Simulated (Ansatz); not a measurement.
Theory: Ansatz, DFT PBE, scalar-relativistic, plane waves, PAW. All cells share a 420 eV cutoff and Γ-centred k meshes spaced at most about 0.3 Å⁻¹ (about 0.25 or finer for metals, 2π included). No spin polarisation.

Each guess is relaxed in cell and atoms at zero pressure, on a coarse mesh first where it starts far from rest and then on a converged one. The steps can't lower the symmetry of the start, but it can rise. Energies are static (0 K, no zero-point motion).

Two unrelaxed guesses for CdS5:

A.

```xyz
6
Lattice="0.0000 4.0584 4.0584 4.0584 0.0000 4.0584 4.0584 4.0584 0.0000" Properties=species:S:1:pos:R:3 pbc="T T T"
Cd    0.0000    0.0000    0.0000
S     2.0292    2.0292    2.0292
S     5.0655    3.0513    3.0513
S     5.0655    5.0655    5.0655
S     3.0513    3.0513    5.0655
S     3.0513    5.0655    3.0513
```

B.

```xyz
6
Lattice="6.2434 0.0000 0.0000 -3.1217 5.4069 0.0000 0.0000 0.0000 5.6102" Properties=species:S:1:pos:R:3 pbc="T T T"
Cd    0.0000    0.0000    2.8051
S    -1.9927    3.4514    0.0000
S     3.9854    0.0000    0.0000
S     1.1290    1.9555    0.0000
S     3.1217    1.8023    2.8051
S     0.0000    3.6046    2.8051
```

Problem. Which guess leads to the lower structure, and by how much?

Solution. B ends lower, by 0.40 eV/atom. A: F-43m at 22.3 Å³/atom → F-43m at 18.4 Å³/atom; B: P-62m at 31.6 Å³/atom → P-62m at 18.7 Å³/atom. Counting S atoms around Cd (those within 1.25 times the shortest such distance or 1.15 times the sum of covalent radii, 1.27 where that leaves under three; a plus sign parts nearer from farther groups; the shortest distance is added where it exceeds 1.18 times the sum of covalent radii), the end of A has Cd 16 from 3.2 Å and the end of B has Cd 6+6. End of A. Conventional cell: a = 7.617 Å. Cd has 16 S at 3.18–3.30 Å; around S on a site of symmetry -43m lie 12 S at 3.14 Å and 4 Cd at 3.30 Å; S on a site of symmetry 3m has 3 S at 2.46 Å, 3 S at 2.92 Å, 3 S at 3.14 Å and 3 Cd at 3.18 Å. End of B. Conventional cell: a = 6.100 Å, c = 3.484 Å. Cd has 6 S at 2.86 Å, 2 Cd at 3.48 Å and 6 S at 3.52 Å; S on a site of symmetry m2m has 4 S at 2.60 Å and 2 Cd at 2.86 Å; S on a site of symmetry -6 is surrounded by 6 S at 2.60 Å.

Ends held by symmetry can be saddle points. Neither end is the lowest form computed: that has space group P1 (No. 1) and lies 0.63 eV/atom below the better end. Even the lowest of the cells shown lies +0.53 eV/atom against the elements. Some candidate types were left out of the draw beforehand, so a known form may be missing.
